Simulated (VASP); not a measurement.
**BP (F-43m) under biaxial strain in the (001) plane**

How do the elastic response and the band edges of BP follow biaxial strain in the (001) plane?

Calculated with VASP 6.6.1; LDA; plane waves and PAW (B, P), in the first sound run; inputs show where later runs differ.

## (1) The structure

It takes space group F-43m (No. 216, cubic). Conventional cell: a = 4.538 Å, b = 4.538 Å, c = 4.538 Å, α = 90.00°, β = 90.00°, γ = 90.00°. B has 4 P at 1.97 Å nearest. Nearest to P lie 4 B at 1.97 Å. Farther neighbours are not listed.

As a file:

```cif
data_structure
_symmetry_space_group_name_H-M 'P 1'
_symmetry_Int_Tables_number 1
_cell_length_a 3.2089
_cell_length_b 3.2089
_cell_length_c 3.2089
_cell_angle_alpha 60.000
_cell_angle_beta 60.000
_cell_angle_gamma 60.000
_cell_volume 23.36
loop_
_atom_site_label
_atom_site_type_symbol
_atom_site_fract_x
_atom_site_fract_y
_atom_site_fract_z
_atom_site_occupancy
B1 B 0.00000 0.00000 0.00000 1
P2 P 0.25000 0.25000 0.25000 1
```

## (2) Relax the crystal, LDA

The series starts from the cell that this level prefers, so that zero strain is near zero stress.

This step took 2 runs in a row; the last is shown.

Level: LDA; plane waves and PAW (B, P).

INCAR

```
SYSTEM = BP
PREC = Accurate
ENCUT = 480
EDIFF = 1E-07
NELM = 120
ISMEAR = 0
SIGMA = 0.02
LREAL = .FALSE.
ALGO = Normal
GGA = CA
NBANDS = 10
LASPH = .TRUE.
LORBIT = 11
LWAVE = .FALSE.
LCHARG = .FALSE.
KPAR = 16
IBRION = 2
NSW = 40
ISIF = 3
EDIFFG = -0.005
POTIM = 0.4
```

POSCAR

```
BP
1.0
    0.0000000000      2.2448005768      2.2448005768
    2.2448005768      0.0000000000      2.2448005768
    2.2448005768      2.2448005768      0.0000000000
B P
1 1
Direct
    0.0000000000      0.0000000000      0.0000000000
    0.2500000000      0.2500000000      0.2500000000
```

KPOINTS

```
Automatic mesh
0
Gamma
11 11 11
0 0 0
```

PAW data sets: B and P (LDA family, release 64).

Launch:

```console
$ mpirun -np 16 vasp_std
```

The log of the run:

```text
[banner, memory and clock lines left out]
running   16 mpi-ranks, on    1 nodes
[...]
|                                                                             |
|           W    W    AA    RRRRR   N    N  II  N    N   GGGG   !!!           |
|           W    W   A  A   R    R  NN   N  II  NN   N  G    G  !!!           |
|           W    W  A    A  R    R  N N  N  II  N N  N  G       !!!           |
|           W WW W  AAAAAA  RRRRR   N  N N  II  N  N N  G  GGG   !            |
|           WW  WW  A    A  R   R   N   NN  II  N   NN  G    G                |
|           W    W  A    A  R    R  N    N  II  N    N   GGGG   !!!           |
|                                                                             |
|     For optimal performance we recommend to set                             |
|       NCORE = 2 up to number-of-cores-per-socket                            |
|     NCORE specifies how many cores store one orbital (NPAR=cpu/NCORE).      |
|     This setting can greatly improve the performance of VASP for DFT.       |
[...]
|     Unfortunately you need to use the default for GW and RPA                |
|     calculations (for HF NCORE is supported but not extensively tested      |
|     yet).                                                                   |
|                                                                             |

 LDA part: xc-table for (Slater(with rela. corr.)+CA(PZ))
 , standard interpolation
 POSCAR, INCAR and KPOINTS ok, starting setup
[...]
entering main loop
       N       E                     dE             d eps       ncg     rms          rms(c)
DAV:   1     0.771284084350E+01    0.77128E+01   -0.39718E+03  1120   0.680E+02
DAV:   2    -0.147837503994E+02   -0.22497E+02   -0.21399E+02  1566   0.111E+02
DAV:   3    -0.152987166902E+02   -0.51497E+00   -0.51420E+00  1370   0.160E+01
DAV:   4    -0.153005216122E+02   -0.18049E-02   -0.18045E-02  1412   0.108E+00
[...]
DAV:  11    -0.143991051354E+02   -0.18619E-05   -0.59788E-06  1404   0.135E-02    0.373E-02
DAV:  12    -0.143991048169E+02    0.31848E-06   -0.19057E-06  1274   0.627E-03    0.890E-03
DAV:  13    -0.143991048240E+02   -0.71263E-08   -0.64781E-08   640   0.170E-03
   1 F= -.14399105E+02 E0= -.14399105E+02  d E =-.143991E+02
[...]
reached required accuracy - stopping structural energy minimisation
```

It took 2 s on 16 MPI ranks of Intel Xeon Platinum 8259CL at 2.50GHz (Skylake/Cascade Lake), shared host; peak memory 2 GiB.

The logs omit lines about the potential files and the build; timing stands in the text.

OUTCAR, selected parts (step 2):

```text
  Total        0.0006740      0.0006740      0.0006740      0.0000000      0.0000000      0.0000000
  in kB        0.0477292      0.0477292      0.0477292      0.0000000      0.0000000      0.0000000
  external PRESSURE =       0.0477292 kB  Pullay stress =       0.0000000 kB

 POSITION                                       TOTAL-FORCE (eV/Angst)
 -----------------------------------------------------------------------------------
      0.00000      0.00000      0.00000        -0.000000     -0.000000     -0.000000
      1.12240      1.12240      1.12240         0.000000      0.000000      0.000000
 -----------------------------------------------------------------------------------
    total drift:                                0.000000      0.000000      0.000000

  FREE ENERGIE OF THE ION-ELECTRON SYSTEM (eV)
  ---------------------------------------------------
  free  energy   TOTEN  =       -14.3991048240 eV

  energy  without entropy=      -14.3991048240  energy(sigma->0) =      -14.39910482

 reached required accuracy - stopping structural energy minimisation

[... 3 further parts left out ...]
[key lines of the parts left out:]
E-fermi :   7.8723
```

Read from the output:

* energy(sigma→0) of the program: -14.3991 eV
* stress, compression positive: xx, yy, zz 0.00, 0.00, 0.00 GPa
* volume: 22.624 Å³
* ionic steps: 1

## (3) Strain along the normal, LDA

One member in full: the plane is strained by -2 %, and the strain along the normal is moved by secant steps until the normal stress is under 0.012 GPa or five steps are spent; the atoms relax at each step.

This step took 3 runs, each at a new trial strain with the atoms of the one before; the last is shown.

Level: LDA; plane waves and PAW (B, P); cell typed or built by script.

Edit INCAR of step 2 so:

```diff
@@ -15,7 +15,7 @@
 LCHARG = .FALSE.
-KPAR = 16
-IBRION = 2
-NSW = 40
-ISIF = 3
-EDIFFG = -0.005
-POTIM = 0.4
+KPAR = 4
+IBRION = 1
+NSW = 25
+ISIF = 2
+EDIFFG = -0.004
+POTIM = 0.3
```

POSCAR

```
BP
1.0
    0.0000000000      2.1999045650      2.2658509340
    2.1999045650      0.0000000000      2.2658509340
    2.1999045650      2.1999045650      0.0000000000
B P
1 1
Direct
    0.0000000000      0.0000000000      0.0000000000
    0.2500000000      0.2500000000      0.2500000000
```

KPOINTS is that of step 2.

Launch:

```console
$ mpirun -np 4 vasp_std
```

The log of the run:

```text
[banner, memory and clock lines left out]
running    4 mpi-ranks, on    1 nodes
[...]
LDA part: xc-table for (Slater(with rela. corr.)+CA(PZ))
 , standard interpolation
 POSCAR, INCAR and KPOINTS ok, starting setup
[...]
entering main loop
       N       E                     dE             d eps       ncg     rms          rms(c)
DAV:   1     0.630604460143E+01    0.63060E+01   -0.38633E+03  2528   0.681E+02
DAV:   2    -0.148862240739E+02   -0.21192E+02   -0.20194E+02  3600   0.110E+02
DAV:   3    -0.153509650863E+02   -0.46474E+00   -0.46378E+00  3068   0.150E+01
DAV:   4    -0.153527930640E+02   -0.18280E-02   -0.18277E-02  3052   0.109E+00
[...]
DAV:  11    -0.143751677146E+02   -0.17100E-05   -0.63796E-06  3062   0.138E-02    0.391E-02
DAV:  12    -0.143751674391E+02    0.27552E-06   -0.17982E-06  2830   0.622E-03    0.101E-02
DAV:  13    -0.143751674451E+02   -0.60418E-08   -0.54264E-08  1424   0.161E-03
   1 F= -.14375167E+02 E0= -.14375167E+02  d E =-.143752E+02
 BRION: g(F)=  0.197E-47 g(S)=  0.000E+00
 reached required accuracy - stopping structural energy minimisation
```

Wall time 5.2 s (4 MPI ranks); peak memory 0.49 GiB.

OUTCAR, selected parts (step 3):

```text
  Total        1.1832272      1.1832272     -0.0007770      0.0000000     -0.0000000     -0.0000000
  in kB       86.4389995     86.4389995     -0.0567610      0.0000000     -0.0000000     -0.0000000
  external PRESSURE =      57.6070793 kB  Pullay stress =       0.0000000 kB

 POSITION                                       TOTAL-FORCE (eV/Angst)
 -----------------------------------------------------------------------------------
      0.00000      0.00000      0.00000         0.000000      0.000000     -0.000000
      1.09995      1.09995      1.13293        -0.000000     -0.000000      0.000000
 -----------------------------------------------------------------------------------
    total drift:                               -0.000000     -0.000000      0.000000

  FREE ENERGIE OF THE ION-ELECTRON SYSTEM (eV)
  ---------------------------------------------------
  free  energy   TOTEN  =       -14.3751674451 eV

  energy  without entropy=      -14.3751674451  energy(sigma->0) =      -14.37516745

[... 1 part as in an earlier step ...]

[... 3 further parts left out ...]
[key lines of the parts left out:]
E-fermi :   8.3924
```

Numbers from this step:

* energy(sigma→0) of the program: -14.3752 eV
* stress, compression positive: xx, yy, zz 8.64, 8.64, -0.01 GPa
* ionic steps: 1

## (4) Band edges, HSE06

Short lines in KPOINTS_OPT sample the zone centre along and across the normal of the plane, for masses, and the other valleys.

Level: HSE06; plane waves and PAW (B, P); cell typed or built by script.

INCAR

```
SYSTEM = BP
PREC = Accurate
ENCUT = 480
EDIFF = 1E-06
NELM = 100
ISMEAR = 0
SIGMA = 0.02
LREAL = .FALSE.
ALGO = Normal
LHFCALC = .TRUE.
AEXX = 0.25
GGA = PE
HFSCREEN = 0.2
LASPH = .TRUE.
NBANDS = 9
PRECFOCK = Fast
LWAVE = .FALSE.
LCHARG = .FALSE.
KPAR = 4
```

POSCAR is that of step 3.

KPOINTS

```
Automatic mesh
0
Gamma
6 6 6
0 0 0
```

KPOINTS_OPT

```
Line mode
6
Line-mode
Reciprocal
  0.00000000   0.00000000   0.00000000
  0.01803107   0.01803107   0.00000000

  0.00000000   0.00000000   0.00000000
 -0.00000000  -0.01750628  -0.01750628

  0.31000000   0.31000000   0.00000000
  0.50000000   0.50000000   0.00000000

  0.00000000   0.31000000   0.31000000
  0.00000000   0.50000000   0.50000000

  0.45000000   0.45000000   0.45000000
  0.50000000   0.50000000   0.50000000

  0.45000000   0.00000000   0.00000000
  0.50000000   0.00000000   0.00000000

  0.42500000   0.42500000   0.00000000
  0.42500000   0.44250628   0.01750628

  0.50000000   0.50000000   0.50000000
  0.48762119   0.51237881   0.50000000
```

Launch:

```console
$ mpirun -np 4 vasp_std
```

The log of the run:

```text
[banner, memory and clock lines left out]
running    4 mpi-ranks, on    1 nodes
[...]
|                                                                             |
|               ----> ADVICE to this user running VASP <----                  |
|                                                                             |
|     You enforced a specific xc type in the INCAR file but a different       |
|     [... a line on the potential file left out ...]
|     I HOPE YOU KNOW WHAT YOU ARE DOING!                                     |
|                                                                             |

 LDA part: xc-table for (Slater+PW92), standard interpolation
 found WAVECAR, reading the header
 POSCAR, INCAR and KPOINTS ok, starting setup
[...]
reading WAVECAR
 the WAVECAR file was read successfully
 initial charge from wavefunction
 entering main loop
       N       E                     dE             d eps       ncg     rms          rms(c)
DAV:   1    -0.149406588929E+02   -0.14941E+02   -0.65299E-01   577   0.742E+00    0.362E+00
DAV:   2    -0.149441581305E+02   -0.34992E-02   -0.13174E-02   754   0.899E-01    0.238E+00
DAV:   3    -0.149432205577E+02    0.93757E-03   -0.51100E-04   739   0.161E-01    0.135E+00
DAV:   4    -0.149428774490E+02    0.34311E-03   -0.12361E-04   632   0.875E-02    0.756E-01
[...]
DAV:   8    -0.149427078492E+02    0.39539E-05   -0.14070E-06   395   0.109E-02    0.771E-02
DAV:   9    -0.149427066146E+02    0.12345E-05   -0.58497E-07   316   0.686E-03    0.429E-02
DAV:  10    -0.149427063095E+02    0.30507E-06   -0.20648E-07   307   0.393E-03
   1 F= -.14942706E+02 E0= -.14942706E+02  d E =-.155653E-31
 Start KPOINTS_OPT (optional k-point list driver)
k-point batch [1-30\48]
       N       E                     dE             ncg
DAV:   1     0.129782792955E+04   -0.44328E+04      540
DAV:   2     0.474241235297E+03   -0.82359E+03      856
DAV:   3     0.411223737225E+03   -0.63017E+02      674
DAV:   4     0.410508738512E+03   -0.71500E+00      729
DAV:   5     0.410502706531E+03   -0.60320E-02      824
DAV:   6     0.410502667278E+03   -0.39253E-04      799
DAV:   7     0.410502667113E+03   -0.16485E-06      763
k-point batch [31-48\48]
       N       E                     dE             ncg
DAV:   1     0.447580676305E+04   -0.50627E+04      324
DAV:   2     0.405441915553E+04   -0.42139E+03      439
DAV:   3     0.403417115787E+04   -0.20248E+02      420
DAV:   4     0.403403471551E+04   -0.13644E+00      472
DAV:   5     0.403403403325E+04   -0.68226E-03      504
DAV:   6     0.403403403154E+04   -0.17090E-05      504
DAV:   7     0.403403403153E+04   -0.38735E-08      496
```

The job ended after 2.1 min (4 MPI ranks; peak memory 0.96 GiB).

OUTCAR, selected parts (step 4):

```text
  LATTYP: Found a body centered tetragonal cell.
 ALAT       =     3.1111348717
 C/A-ratio  =     1.4566073330

 Subroutine GETGRP returns: Found  8 space group operations
 (whereof  8 operations were pure point group operations)

The static configuration has the point symmetry D_2d.

 Found     30 irreducible k-points:

   k-points           NKPTS =     30   k-points in BZ     NKDIM =    216   number of bands    NBANDS=      9

   dimension x,y,z NGX =    24 NGY =   24 NGZ =   24
   dimension x,y,z NGXF=    48 NGYF=   48 NGZF=   48

   ENCUT  =  480.0 eV  35.28 Ry    5.94 a.u.   5.64  5.64  5.56*2*pi/ulx,y,z

   NELECT =       8.0000    total number of electrons

  exchange ACFDT corr.  =         0.00000000  see jH, gK, PRB 81, 115126

 E-fermi :   8.1872

 k-point     1 :       0.0000    0.0000    0.0000
  band No.  band energies     occupation
      1      -9.7768      2.00000
      2       7.7015      2.00000
      3       8.0272      2.00000
      4       8.0272      2.00000
      5      12.3338      0.00000
      6      12.3338      0.00000
      7      12.4953      0.00000
      8      17.6361      0.00000
      9      21.0059      0.00000

 k-point     2 :       0.1667    0.0000    0.0000
  band No.  band energies     occupation
      1      -9.2018      2.00000
      2       4.7242      2.00000
      3       7.0398      2.00000
      4       7.3196      2.00000
      5      13.0482      0.00000
      6      13.3801      0.00000
      7      13.5124      0.00000
      8      18.7811      0.00000
      9      19.9020      0.00000

 POSITION                                       TOTAL-FORCE (eV/Angst)
 -----------------------------------------------------------------------------------
      0.00000      0.00000      0.00000        -0.000000     -0.000000      0.000000
      1.09995      1.09995      1.13293         0.000000      0.000000     -0.000000
 -----------------------------------------------------------------------------------
    total drift:                               -0.000000     -0.000000     -0.000000

  FREE ENERGIE OF THE ION-ELECTRON SYSTEM (eV)
  ---------------------------------------------------
  free  energy   TOTEN  =       -14.9427063095 eV

  energy  without entropy=      -14.9427063095  energy(sigma->0) =      -14.94270631

[... 1 part as in an earlier step ...]

[... 7 further parts left out ...]
```

Read from the output:

* energy(sigma→0) of the program: -14.9427 eV

## (5) The whole series

Hybrid runs start from orbitals of a short LDA run, not shown.

Runs beyond LDA use the data sets made with LDA; this shifts their levels slightly, and their total energies have another zero.

The other members went through these steps as far as the tables show, with the same cutoff and, step by step, the same mesh; 41 runs are not shown. The session took 1.3 core hours (wall time by ranks) on a shared machine.

| in-plane strain (%) | strain along the normal (%) | in-plane stress, tension positive (GPa) | energy above the unstrained row (meV/atom) | gap on the mesh, LDA (eV) |
| --- | --- | --- | --- | --- |
| -2.000 | 0.938 | -8.644 | 11.969 | 0.906 |
| -1.500 | 0.703 | -6.372 | 6.691 | 0.975 |
| -1.000 | 0.469 | -4.176 | 2.966 | 1.042 |
| -0.500 | 0.235 | -2.054 | 0.748 | 1.109 |
| 0 | 0.000 | -0.005 | 0.000 | 1.176 |
| 0.500 | -0.233 | 1.977 | 0.669 | 1.079 |
| 1.000 | -0.468 | 3.889 | 2.722 | 0.983 |
| 1.500 | -0.703 | 5.734 | 6.111 | 0.888 |
| 2.000 | -0.940 | 7.513 | 10.805 | 0.794 |

Slopes at zero strain, from cubics through all rows: strain ratio -0.468, stress over strain 403 GPa. For a cubic crystal strained in (001) the ratio is −2C₁₂/C₁₁.

Band edges at HSE06, counted from the valence-band top at Γ, with one row partly withheld:

| in-plane strain (%) | gap (eV) | conduction band at Γ (eV) | Δ or X valley along z (eV) | Δ or X valley along x (eV) | lowest conduction level at L, [111] (eV) | lowest conduction level at L, [-111] (eV) | second valence level below the top (eV) | third valence level below the top (eV) |
| --- | --- | --- | --- | --- | --- | --- | --- | --- |
| -2.000 | 1.641 | 4.306 | 2.026 | 1.641 | 4.823 | 4.823 | 0.000 | 0.326 |
| -1.500 | 1.713 | 4.331 | 2.003 | 1.713 | 4.895 | 4.895 | 0.000 | 0.241 |
| -1.000 | 1.784 | 4.356 | 1.978 | 1.784 | 4.940 | 4.940 | 0.000 | 0.158 |
| -0.500 | 1.855 | 4.382 | ? | 1.855 | 4.956 | 4.956 | 0.000 | 0.078 |
| 0 | 1.925 | 4.408 | 1.925 | 1.925 | 4.944 | 4.944 | 0.000 | 0.000 |
| 0.500 | 1.821 | 4.317 | 1.821 | 1.918 | 4.835 | 4.835 | 0.076 | 0.076 |
| 1.000 | 1.719 | 4.228 | 1.717 | 1.913 | 4.713 | 4.713 | 0.150 | 0.150 |
| 1.500 | 1.617 | 4.140 | 1.615 | 1.909 | 4.583 | 4.583 | 0.222 | 0.222 |
| 2.000 | 1.517 | 4.055 | 1.514 | 1.906 | 4.450 | 4.450 | 0.292 | 0.292 |

## (6) Working out the slope

The quantity to fit is the splitting of the Δ or X valleys (z less x) at HSE06: 0.386, 0.290, 0.194, 0.000, -0.098, -0.196, -0.294, -0.392 eV in the rows shown.

Fitting a parabola to the 8 known rows (d: strain along the axis less the strain across it, in %) gives E = − 3.31e-4 d² + 0.1325 d − 8.59e-5 in eV; the residuals are 3.2e-4 eV r.m.s.

At d = 0.7353 this predicts 0.0971 eV.

## (7) The withheld row

The calculation gives 0.0975 eV, so the prediction is 0.0004 eV too low.

The splitting is Ξu times d, with d as a fraction, so the linear term gives Ξu = 13.2 eV.

## (8) Results

```yaml
ratio_of_normal_to_in_plane_strain: -0.468
biaxial_modulus: 403 GPa
gap_of_the_unstrained_cell_hse06: 1.93 eV
shear_deformation_potential_u_of_the_delta_or_x_valleys: 13.2 eV
error_of_the_predicted_row: -0.4 meV
valence_shear_potential_b_hse06: 3.50 eV
```

What this shows: As a check, the curvature of the energy gives 403 GPa for the same modulus (energy per volume = M × strain²), 0 % from the slope of the stress. At HSE06 the lowest conduction valley is Δ or X throughout, and the gap runs between 1.52 and 1.93 eV. Without spin-orbit coupling the three valence levels split by 3|b| times the difference of the strains; the rows within 1 % give |b| = 3.50 eV. Hole masses are left out throughout, since the top bands are degenerate or cross in many series; of conduction masses, those of the Γ, L and (for Si and Ge under (001) strain) Δ valleys are kept where they change by under an eighth between rows. HSE06 ran on a coarser mesh than the semilocal levels. Spin-orbit coupling is left out at HSE06, so the valence splittings there lack it. Δ or X levels are the lowest on their line, refined by a parabola unless they lie at X; the gap is read from all points sampled and can differ from the lowest valley by some meV, or by tens of meV where strain moves the valence top off Γ. Temperature, zero-point motion and excitons are left out.

[Lines on the potential files, build, host, timing and source positions are cut from VASP's logs without a mark.]

[Logs are printed without paths, hosts, clocks, repeated set-up lines and the standing remarks that a program may print on its own settings, such as how far it seeks lower states.]

[Hosts, paths, dates, database ids (printed as entryN), source tags and the programs' standing remarks are cut or masked in the printed files.]

[In band tables of VASP the shares of atoms and orbitals are scaled to a sum of 1 inside the atoms' spheres.]
